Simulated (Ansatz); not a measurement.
## Optical constants of ZrO2

The calculation used DFT PBEsol, scalar-relativistic, plane waves, PAW (Ansatz 0.2.0). Cutoff 420 eV, 6×6×6 k-points (Γ-centred), Gaussian smearing of 0.01 eV. No spin polarisation.

Equilibrium structure at this level:
```
Zr O
1.0
     3.58449    0.00000    0.00000
     0.00000    3.58449    0.00000
     0.00000    0.00000    5.17713
Zr O
2 4
Direct
  0.00000 0.00000 0.00000
  0.50000 0.50000 0.50000
  0.00000 0.50000 0.20148
  0.00000 0.50000 0.70148
  0.50000 0.00000 0.29852
  0.50000 0.00000 0.79852
```

Independent-particle response (no local fields, no excitons) on a 10×10×8 mesh, broadened by 0.1 eV. Light polarised along z. The bands above those solved add 0.15 to ε₁ at zero frequency; that share is added as a constant.

Question: Tabulate n, κ, the reflectivity and the absorption coefficient against photon energy.

Answer:
```csv
E (eV),n,κ,R,α (10⁵ cm⁻¹)
0.2,2.32,0.00,0.16,0.00
0.7,2.33,0.00,0.16,0.00
1.2,2.35,0.00,0.16,0.00
1.7,2.37,0.00,0.17,0.00
2.2,2.40,0.00,0.17,0.00
2.7,2.45,0.00,0.18,0.00
3.2,2.52,0.00,0.19,0.00
3.7,2.61,0.00,0.20,0.00
4.2,2.77,0.00,0.22,0.00
4.7,3.12,0.19,0.27,0.89
5.2,3.19,0.63,0.29,3.31
5.7,2.85,0.91,0.27,5.23
6.2,2.83,0.99,0.28,6.20
6.7,2.78,0.91,0.26,6.20
7.2,3.24,0.96,0.31,6.98
7.7,2.93,1.90,0.39,14.84
8.2,2.74,1.93,0.38,16.00
8.7,2.25,2.30,0.43,20.25
9.2,1.66,2.36,0.48,22.01
9.7,1.28,2.10,0.47,20.61
10.2,1.06,1.87,0.45,19.29
10.7,1.17,1.85,0.42,20.03
11.2,0.69,1.76,0.54,20.00
```

Question: Where is the highest local maximum of ε₂ between 0.3 and 12 eV?

Answer: At 8.4 eV, where ε₂ = 11.6.

Question: How do the static value and the gaps compare?

Answer: ε₁(0) = 5.40; on the self-consistent k mesh the Kohn–Sham gap is 4.02 eV and the least direct gap 4.12 eV.

This form isn't the usual stable structure of the compound.

Cost: 1 run of about 0.56 core-minutes, on AMD EPYC 9R45 (Zen 5) (shared hosts).